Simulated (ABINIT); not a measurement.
# Sn (Fd-3m) in ABINIT: settings compared, part 2 of 2

ABINIT 10.8.3 (patched build).

## 4. Band structure, HLE16

Contents of run.abi:

```
# Datasets: ground state, then fixed potential
ndtset 2

# Pseudopotentials
pp_dirpath "./"
pseudos "Sn.GGA_PBE-JTH_sp.xml"

# Structure
acell 3*1.0 Angstrom
rprim
     0.0000000000     3.2333428000     3.2333428000
     3.2333428000     0.0000000000     3.2333428000
     3.2333428000     3.2333428000     0.0000000000
ntypat 1
znucl 50
natom 2
typat 1 1
xred
     0.7500000000     0.7500000000     0.7500000000
     0.5000000000     0.5000000000     0.5000000000

# Plane-wave basis
ecut 15.0
pawecutdg 30.0

# Exchange and correlation
ixc -545

# Bands and occupations
occopt 3
tsmear 0.00183747

# SCF cycle
nstep 100

# Output
iomode 3
prtwf 0
prteig 0
prtebands 0
enunit 2
prtden1 1
prtvha1 1
prtvclmb1 1
prtpot1 1

# Dataset 1
kptopt1 1
ngkpt1 7 7 7
nshiftk1 1
shiftk1 0.0 0.0 0.0
nband1 8
tolvrs1 1.0e-9

# Dataset 2: bands along G-X-W-K-G-L-U-W-L-K
iscf2 -2
getden2 1
nband2 12
nbdbuf2 2
tolwfr2 1.0e-12
kptopt2 -9
ndivsm2 5
prteig2 1
prtvol2 -3
kptbounds2
     0.0000000000     0.0000000000     0.0000000000
     0.5000000000     0.0000000000     0.5000000000
     0.5000000000     0.2500000000     0.7500000000
     0.3750000000     0.3750000000     0.7500000000
     0.0000000000     0.0000000000     0.0000000000
     0.5000000000     0.5000000000     0.5000000000
     0.6250000000     0.2500000000     0.6250000000
     0.5000000000     0.2500000000     0.7500000000
     0.5000000000     0.5000000000     0.5000000000
     0.3750000000     0.3750000000     0.7500000000
```

Potentials or basis: JTH PAW PBE v2.0 sp.

Command:

```
$ abinit run.abi > log 2>&1
```

run.abo:

```text
.Version 10.8.3 of ABINIT
 DATASET    1 : space group Fd -3 m (#227); Bravais cF (face-center cubic)
================================================================================
 Values of the parameters that define the memory need for DATASET  1.
     intxc =       0    ionmov =       0      iscf =       7    lmnmax =      13
     lnmax =       5     mgfft =      32  mpssoang =       3    mqgrid =    3001
     natom =       2  nloc_mem =       2    nspden =       1   nspinor =       1
    nsppol =       1      nsym =      48    n1xccc =       1    ntypat =       1
    occopt =       3   xclevel =       2
       mpw =        1283          nfft =       32768          nkpt =          20
 PAW method is used; the additional fine FFT grid is defined by:
   mgfftf=        45    nfftf =     91125
================================================================================
================================================================================

 DATASET    2 : space group Fd -3 m (#227); Bravais cF (face-center cubic)
================================================================================
 Values of the parameters that define the memory need for DATASET  2.
     intxc =       0    ionmov =       0      iscf =      -2    lmnmax =      13
     lnmax =       5     mgfft =      32  mpssoang =       3    mqgrid =    3001
     natom =       2  nloc_mem =       2    nspden =       1   nspinor =       1
    nsppol =       1      nsym =      48    n1xccc =       1    ntypat =       1
    occopt =       3   xclevel =       2
       mpw =        1295          nfft =       32768          nkpt =          87
 PAW method is used; the additional fine FFT grid is defined by:
   mgfftf=        45    nfftf =     91125
================================================================================
================================================================================

--------------------------------------------------------------------------------
------------- Echo of variables that govern the present computation ------------
--------------------------------------------------------------------------------
 -outvars: echo values of preprocessed input variables --------
            acell      1.8897261259E+00  1.8897261259E+00  1.8897261259E+00 Bohr
              amu      1.18710000E+02
             ecut      1.50000000E+01 Hartree
           enunit           2
           getden1          0
           getden2          1
             iscf1          7
             iscf2         -2
              ixc        -545
           jdtset        1    2
           kptopt1          1
           kptopt2         -9
         kptrlatt        7    0    0      0    7    0      0    0    7
          kptrlen1     6.04872244E+01
          kptrlen2     3.00000000E+01
            natom           2
            nband1          8
            nband2         12
           nbdbuf1          0
           nbdbuf2          2
           ndtset           2
           ndivsm1          0
           ndivsm2          5
            ngfft          32      32      32
          ngfftdg          45      45      45
             nkpt1         20
             nkpt2         87
[... 737 lines left out ...]

================================================================================

 ----iterations are completed or convergence reached----

 Mean square residual over all n,k,spin=   49.868E-14; max=  99.958E-14
 reduced coordinates (array xred) for    2 atoms
       0.750000000000      0.750000000000      0.750000000000
       0.500000000000      0.500000000000      0.500000000000

 cartesian coordinates (angstrom) at end:
    1      4.85001420000000     4.85001420000000     4.85001420000000
    2      3.23334280000000     3.23334280000000     3.23334280000000
 length scales=  1.889726125908  1.889726125908  1.889726125908 bohr
              =  1.000000000000  1.000000000000  1.000000000000 angstroms
 Eigenvalues (hartree) for nkpt=  87  k points:
 kpt#   1, nband= 12, wtk=  1.00000, kpt=  0.0000  0.0000  0.0000 (reduced coord)
  -0.42908   -0.08988   -0.04218   -0.04218   -0.04218    0.04928    0.04928    0.04928
   0.23403    0.24399    0.24399    0.32960
 kpt#   2, nband= 12, wtk=  1.00000, kpt=  0.0357  0.0000  0.0357 (reduced coord)
  -0.42852   -0.09740   -0.04439   -0.04439   -0.03484    0.04834    0.05224    0.05224
   0.23638    0.24014    0.24454    0.33062
 kpt#   3, nband= 12, wtk=  1.00000, kpt=  0.0714  0.0000  0.0714 (reduced coord)
  -0.42683   -0.11322   -0.05024   -0.05024   -0.01965    0.04567    0.06034    0.06034
   0.23059    0.24323    0.24618    0.33366
 kpt#   4, nband= 12, wtk=  1.00000, kpt=  0.1071  0.0000  0.1071 (reduced coord)
  -0.42402   -0.13147   -0.05824   -0.05824   -0.00280    0.04171    0.07207    0.07207
   0.21886    0.24892    0.25411    0.33870
 kpt#   5, nband= 12, wtk=  1.00000, kpt=  0.1429  0.0000  0.1429 (reduced coord)
  -0.42009   -0.15040   -0.06715   -0.06715    0.01342    0.03702    0.08616    0.08616
   0.20774    0.25276    0.26840    0.34564
 kpt#   6, nband= 12, wtk=  1.00000, kpt=  0.1786  0.0000  0.1786 (reduced coord)
  -0.41506   -0.16945   -0.07618   -0.07618    0.02754    0.03211    0.10178    0.10178
[... 229 lines left out ...]
 kpt#  83, nband= 12, wtk=  1.00000, kpt=  0.4306  0.4306  0.6389 (reduced coord)
  -0.36272   -0.28091   -0.13235   -0.09488    0.02254    0.10402    0.13056    0.18074
   0.24391    0.26846    0.33989    0.36199
 kpt#  84, nband= 12, wtk=  1.00000, kpt=  0.4167  0.4167  0.6667 (reduced coord)
  -0.35705   -0.28650   -0.13939   -0.09928    0.02625    0.11399    0.14422    0.16762
   0.23526    0.26371    0.36215    0.37193
 kpt#  85, nband= 12, wtk=  1.00000, kpt=  0.4028  0.4028  0.6944 (reduced coord)
  -0.35068   -0.29324   -0.14362   -0.10334    0.02712    0.11838    0.15810    0.16361
   0.22840    0.26111    0.37991    0.38772
 kpt#  86, nband= 12, wtk=  1.00000, kpt=  0.3889  0.3889  0.7222 (reduced coord)
  -0.34414   -0.30041   -0.14518   -0.10684    0.02667    0.11131    0.17095    0.17203
   0.22472    0.26157    0.38495    0.40359
 kpt#  87, nband= 12, wtk=  1.00000, kpt=  0.3750  0.3750  0.7500 (reduced coord)
  -0.33896   -0.30615   -0.14437   -0.10964    0.02587    0.09903    0.18120    0.18205
   0.22794    0.26633    0.38213    0.41174
 Eigenvalues (   eV  ) for nkpt=  87  k points:
 kpt#   1, nband= 12, wtk=  1.00000, kpt=  0.0000  0.0000  0.0000 (reduced coord)
 -11.67593   -2.44570   -1.14786   -1.14786   -1.14786    1.34105    1.34105    1.34105
   6.36833    6.63935    6.63935    8.96878
 kpt#   2, nband= 12, wtk=  1.00000, kpt=  0.0357  0.0000  0.0357 (reduced coord)
 -11.66059   -2.65041   -1.20782   -1.20782   -0.94802    1.31527    1.42144    1.42144
   6.43215    6.53467    6.65426    8.99658
 kpt#   3, nband= 12, wtk=  1.00000, kpt=  0.0714  0.0000  0.0714 (reduced coord)
 -11.61460   -3.08096   -1.36708   -1.36708   -0.53468    1.24261    1.64186    1.64186
   6.27474    6.61859    6.69900    9.07944
 kpt#   4, nband= 12, wtk=  1.00000, kpt=  0.1071  0.0000  0.1071 (reduced coord)
 -11.53809   -3.57736   -1.58490   -1.58490   -0.07611    1.13506    1.96112    1.96112
   5.95551    6.77356    6.91463    9.21647
 kpt#   5, nband= 12, wtk=  1.00000, kpt=  0.1429  0.0000  0.1429 (reduced coord)
 -11.43126   -4.09256   -1.82734   -1.82734    0.36511    1.00744    2.34456    2.34456
   5.65290    6.87797    7.30347    9.40528
 kpt#   6, nband= 12, wtk=  1.00000, kpt=  0.1786  0.0000  0.1786 (reduced coord)
 -11.29438   -4.61103   -2.07285   -2.07285    0.74939    0.87375    2.76963    2.76963
[... 230 lines left out ...]
  -9.87022   -7.64405   -3.60134   -2.58178    0.61337    2.83066    3.55283    4.91826
   6.63704    7.30523    9.24877    9.85033
 kpt#  84, nband= 12, wtk=  1.00000, kpt=  0.4167  0.4167  0.6667 (reduced coord)
  -9.71588   -7.79612   -3.79291   -2.70143    0.71426    3.10170    3.92452    4.56126
   6.40185    7.17591    9.85459   10.12078
 kpt#  85, nband= 12, wtk=  1.00000, kpt=  0.4028  0.4028  0.6944 (reduced coord)
  -9.54260   -7.97944   -3.90818   -2.81193    0.73808    3.22130    4.30216    4.45215
   6.21515    7.10506   10.33797   10.55038
 kpt#  86, nband= 12, wtk=  1.00000, kpt=  0.3889  0.3889  0.7222 (reduced coord)
  -9.36461   -8.17449   -3.95049   -2.90738    0.72581    3.02895    4.65174    4.68115
   6.11499    7.11774   10.47492   10.98232
 kpt#  87, nband= 12, wtk=  1.00000, kpt=  0.3750  0.3750  0.7500 (reduced coord)
  -9.22360   -8.33073   -3.92840   -2.98341    0.70390    2.69469    4.93064    4.95371
   6.20265    7.24734   10.39837   11.20396

== END DATASET(S) ==============================================================
================================================================================

 -outvars: echo values of variables after computation  --------
            acell      1.8897261259E+00  1.8897261259E+00  1.8897261259E+00 Bohr
           etotal1    -7.7741236343E+00
            fcart1    -3.8223352650E-47  1.3771414140E-30  3.8223352650E-47
                       3.8223352650E-47 -1.3771414140E-30 -3.8223352650E-47
            rprim      0.0000000000E+00  3.2333428000E+00  3.2333428000E+00
                       3.2333428000E+00  0.0000000000E+00  3.2333428000E+00
                       3.2333428000E+00  3.2333428000E+00  0.0000000000E+00
           strten1     2.4475905359E-04  2.4475905359E-04  2.4475905359E-04
                       0.0000000000E+00  0.0000000000E+00  0.0000000000E+00
           xangst      4.8500142000E+00  4.8500142000E+00  4.8500142000E+00
                       3.2333428000E+00  3.2333428000E+00  3.2333428000E+00
             xred      7.5000000000E-01  7.5000000000E-01  7.5000000000E-01
                       5.0000000000E-01  5.0000000000E-01  5.0000000000E-01
 Calculation completed.
```

Wall time 39 s (1 thread of Arm Neoverse V1, shared host); peak memory 0.12 GiB.

What came out:

| Property | Result |
| --- | --- |
| Free energy | -211.5447 eV |
| Band gap on the k mesh | none (metal or under the smearing width) |

Levels at the corners of the path, in eV from the Fermi level:
| point | band 2 | band 3 | band 4 | band 5 | band 6 | band 7 |
| --- | --- | --- | --- | --- | --- | --- |
| Γ | -1.33 | -0.03 | -0.03 | -0.03 | 2.45 | 2.45 |
| X | -7.69 | -2.17 | -2.17 | 1.68 | 1.68 | 7.54 |
| W | -7.66 | -2.55 | -2.55 | 3.57 | 3.57 | 4.85 |
| K | -7.22 | -2.82 | -1.87 | 1.82 | 3.81 | 6.04 |
| Γ | -1.33 | -0.03 | -0.03 | -0.03 | 2.45 | 2.45 |
| L | -6.25 | -1.06 | -1.06 | 0.25 | 3.62 | 3.62 |
| U | -7.22 | -2.82 | -1.87 | 1.82 | 3.81 | 6.04 |
| W | -7.66 | -2.55 | -2.55 | 3.57 | 3.57 | 4.85 |
| L | -6.25 | -1.06 | -1.06 | 0.25 | 3.62 | 3.62 |
| K | -7.22 | -2.82 | -1.87 | 1.82 | 3.81 | 6.04 |

Caveat: the cutoff is too short for stress, so the log's stress isn't used; the potentials were made for a functional far from this one; the potentials were made for another functional, which shifts forces and pressure; spin-orbit coupling is left out, which moves the levels of the heavy elements; this set keeps more shells in the core, which shifts pressures and gaps; the atomic spheres overlap.

## 5. Equation of state, PBE

Contents of run.abi:

```
ndtset 7
getwfk -1
scalecart1 3*0.9795861087
scalecart2 3*0.9864848297
scalecart3 3*0.9932883884
scalecart4 3*1.0000000000
scalecart5 3*1.0066227096
scalecart6 3*1.0131594038
scalecart7 3*1.0196128224

pp_dirpath "./"
pseudos "Sn.GGA_PBE-JTH_sp.xml"

acell 3*1.0 Angstrom
rprim
     0.0000000000     3.2333428000     3.2333428000
     3.2333428000     0.0000000000     3.2333428000
     3.2333428000     3.2333428000     0.0000000000
ntypat 1
znucl 50
natom 2
typat 1 1
xred
     0.7500000000     0.7500000000     0.7500000000
     0.5000000000     0.5000000000     0.5000000000

ecut 15.0
pawecutdg 30.0

kptopt 1
ngkpt 7 7 7
nshiftk 1
shiftk 0.0 0.0 0.0

ixc 11

nband 8
occopt 3
tsmear 0.00183747

nstep 100
tolvrs 1.0e-9

iomode 3
prtwf 1
prtden 0
prteig 0
prtebands 0
enunit 2
```

Command:

```
$ abinit run.abi > log 2>&1
```

Run time: 43 s. Hardware: 1 thread of Arm Neoverse V1, shared host; peak memory 0.14 GiB.

It converged, with:

```
Equilibrium volume : 36.94 Å³/atom (rough: see the caveat)
Bulk modulus       : 36 GPa (rough)
```

Energy against volume, from the lowest point:
```csv
volume (Å³/atom),energy (meV/atom)
31.775,104.77
32.451,74.86
33.127,50.66
33.803,31.57
34.479,17.08
35.155,6.69
35.831,0.00
```

Caveat: the cutoff is too short for stress, so the log's stress isn't used; pressures at fixed basis lie under the slope of the energies; the minimum lies outside the volumes run; this set keeps more shells in the core, which shifts pressures and gaps; the atomic spheres overlap.

## 6. Summary

| task | level | potentials or basis | cutoff (eV) | fine-grid cutoff | gap on the mesh (eV) | pressure (GPa) |
| --- | --- | --- | --- | --- | --- | --- |
| band structure | PBE | PseudoDojo NC SR PBE v0.4.1 standard | 980 | - | none | 3.9 |
| band structure | LDA-VWN | JTH PAW LDA v2.0 sp | 408 | 816.342 eV | none | 0.3 |
| band structure | HLE16 | JTH PAW PBE v2.0 sp | 408 | 816.342 eV | none | - |
| equation of state | PBE | JTH PAW PBE v2.0 sp | 408 | 816.342 eV | - | - |

Alike in all rows: no spin polarisation; cell as given; k mesh 7 × 7 × 7; smearing fermi-dirac 0.05 eV.

Caveats: spin-orbit coupling is left out, which moves the levels of the heavy elements (some runs); this set keeps more shells in the core, which shifts pressures and gaps (some runs); the atomic spheres overlap (some runs); the potentials were made for a functional far from this one (some runs); the potentials were made for another functional, which shifts forces and pressure (some runs); pressures at fixed basis lie under the slope of the energies (some runs); the minimum lies outside the volumes run (some runs).

Total energies depend on the potentials used, so only differences within one code and one set of settings carry meaning.
